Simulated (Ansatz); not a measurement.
**Si2Ge: one candidate of a structure search**

Where does this trial cell of Si2Ge go when cell and atoms are let free?

Computed with Ansatz 0.2.0 (DFT PBE, scalar-relativistic, plane waves, PAW, unless a step's input says otherwise).

### 1 Starting point

The structure is tetragonal, space group I4/mmm (No. 139). The conventional cell has a = 2.861 Å, b = 2.861 Å, c = 12.138 Å, α = 90.00°, β = 90.00°, γ = 90.00°. Si (site symmetry 4mm) has 8 Si at 2.86 Å and 4 Ge at 2.86 Å as nearest neighbours. Around Ge (site symmetry 4/mmm) lie 4 Ge at 2.86 Å and 8 Si at 2.86 Å.

As a file:

```
CELL_PARAMETERS angstrom
-1.43049 1.43049 6.06905
1.43049 -1.43049 6.06905
1.43049 1.43049 -6.06905
ATOMIC_POSITIONS crystal
Si 0.83333 0.83333 0.00000
Si 0.16667 0.16667 0.00000
Ge 0.50000 0.50000 0.00000
```

The start is an ordering of an alloy on its end members' structure types: elements ordered on the sites of the Ta type, Si/Ge on Ta (I4/mmm, No. 139).

### 2 A first look at the guess

Input file input.yaml:

```yaml
crystal:
  lattice:
    - [-1.43048967, 1.43048967, 6.06905367]
    - [1.43048967, -1.43048967, 6.06905367]
    - [1.43048967, 1.43048967, -6.06905367]
  atoms:
    - { symbol: Si, position: [0.83333333, 0.83333333, 0.0] }
    - { symbol: Si, position: [0.16666667, 0.16666667, 0.0] }
    - { symbol: Ge, position: [0.5, 0.5, 0.0] }
basis:
  ecutwfc: 420
kpoints:
  mp_grid: { grid: [8, 8, 8] }
hamiltonian:
  xc: pbe
scf:
  occupations: { method: gaussian, width: 0.1 }
  lower_state_search: "off"
output:
  forces: true
  stress: true
  eigenvalues: true
```

On the command line:

```console
> ansatz run input.yaml --threads 1 --pin off --max-ram 2560MiB --backend cpu --events-out ev --progress --plain --runs-dir out
```

Further runs follow: coarse relaxation; relaxation on the finer mesh.

**Question.** What will these runs give? Wanted: conventional cell; volume; energy over the elements; gap on the mesh.

**Answer**, as computed:

```
                              quantity                                                                       value
symmetry at the end (tolerance 0.05 Å)                                                space group I4/mmm (No. 139)
                     conventional cell  a = 2.728 Å, b = 2.728 Å, c = 13.276 Å, α = 90.00°, β = 90.00°, γ = 90.00°
                                volume                                                               16.47 Å³/atom
              energy over the elements                                                               +0.51 eV/atom
                       gap on the mesh                                                                none (metal)
```

The space group I4/mmm (No. 139) is kept, and the volume per atom shrinks by 0.5 % from the first guess. The formation energy is positive, so the separate elements lie lower. No finished test with a distortion of lower symmetry is shown, so the end may be a saddle point.
